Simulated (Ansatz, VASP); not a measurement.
**InSe: VASP beside Ansatz**

```xyz
4
Lattice="4.0319 0.0000 0.0000 -2.0159 3.4917 0.0000 0.0000 0.0000 23.3793" Properties=species:S:1:pos:R:3 pbc="T T T"
Se    0.0000    2.3278    9.0000
Se    0.0000    2.3278   14.3793
In    0.0000    0.0000   10.2931
In    0.0000    0.0000   13.0862
```

Alike in both runs: functional PBE; dispersion D3(BJ); k mesh 9 × 9 × 1; occupations gaussian, width 0.05 eV; no spin polarisation.

Ansatz relaxed the structure, and its values are those at the end. VASP's run is a single point on that final structure, the one shown.

|  | VASP | Ansatz |
| --- | --- | --- |
| version | VASP 6.6.1 | Ansatz 0.2.0 |
| potentials or method | VASP PAW PBE potentials, release 64 (Se, In_d) | scalar-relativistic, plane waves, PAW |
| plane-wave cutoff (eV) | 520 | 420 |
| valence electrons in the cell | 38 | 58 |

|  | VASP | Ansatz | Ansatz less VASP |
| --- | --- | --- | --- |
| gap on the k mesh at the Fermi level (eV) | 1.60 | 1.62 | +0.012 |
| rms of the force components (eV/Å) | 0.005 | 0.005 | +0.0004 |

The two sets of potentials don't hold the same shells in valence.

Caveats: spin-orbit coupling is left out, which moves the levels of the heavy elements.
